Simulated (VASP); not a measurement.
Crystal: MgZn2O3.

```xyz
6
Lattice="3.6641 0.0000 0.0000 -1.8321 3.1732 0.0000 0.0000 0.0000 6.0849" Properties=species:S:1:pos:R:3 pbc="T T T"
Mg    1.8321    1.0577    3.0425
Zn    0.0000    0.0000    3.0425
Zn    1.8321    1.0577    0.0000
O     0.0000    2.1155    1.7160
O     0.0000    2.1155    4.3690
O     0.0000    0.0000    0.0000
```

The cell was built by a generator and needn't be a form met in nature.

* Program: VASP 6.6.1
* Task: relaxation of cell and atoms
* Functional: PBE
* Potentials or basis: VASP PAW PBE potentials, release 64 (Mg, Zn, O)
* Cutoff: 520 eV
* k mesh: 4 × 4 × 3
* Occupations: gaussian, width 0.15 eV
* Spin: no spin polarisation

At the start: pressure 1.1 GPa; volume 11.79 Å³/atom.

Where does the relaxation end?

Over 12 steps the energy falls by 96.0 meV/atom and the volume is 13.05 Å³/atom (+10.7 %); space group P-6m2 (No. 187, to 0.05 Å).

The path:
| step | energy change (eV) | largest force (eV/Å) | pressure (GPa) | volume (Å³) |
| --- | --- | --- | --- | --- |
| 1 | 0.0000 | 2.1557 | 1.10 | 70.75 |
| 2 | -0.2853 | 0.5147 | 0.15 | 71.57 |
| 3 | -0.2897 | 0.2546 | 0.17 | 71.68 |
| 4 | -0.3700 | 0.0822 | 1.22 | 71.95 |
| 5 | -0.4782 | 0.5362 | 4.94 | 72.53 |
| 6 | -0.5314 | 0.2545 | 3.42 | 74.20 |
| 7 | -0.5687 | 0.2085 | 1.48 | 77.07 |
| 8 | -0.5685 | 0.2854 | 0.65 | 77.58 |
| 9 | -0.5689 | 0.2403 | 0.92 | 77.33 |
| 10 | -0.5689 | 0.2314 | 1.08 | 77.23 |
| 11 | -0.5753 | 0.1252 | 0.16 | 77.97 |
| 12 | -0.5761 | 0.0782 | -0.11 | 78.28 |

Final structure:
```xyz
6
Lattice="3.6127 0.0000 0.0000 -1.8064 3.1287 0.0000 0.0000 0.0000 6.9259" Properties=species:S:1:pos:R:3 pbc="T T T"
Mg    1.8064    1.0429    3.4629
Zn    0.0000    0.0000    3.4629
Zn    1.8064    1.0429    0.0000
O     0.0000    2.0858    2.2645
O     0.0000    2.0858    4.6614
O     0.0000    0.0000    0.0000
```

Caveat: the k mesh is coarse (spacing up to 0.50 Å⁻¹), so the values aren't converged.
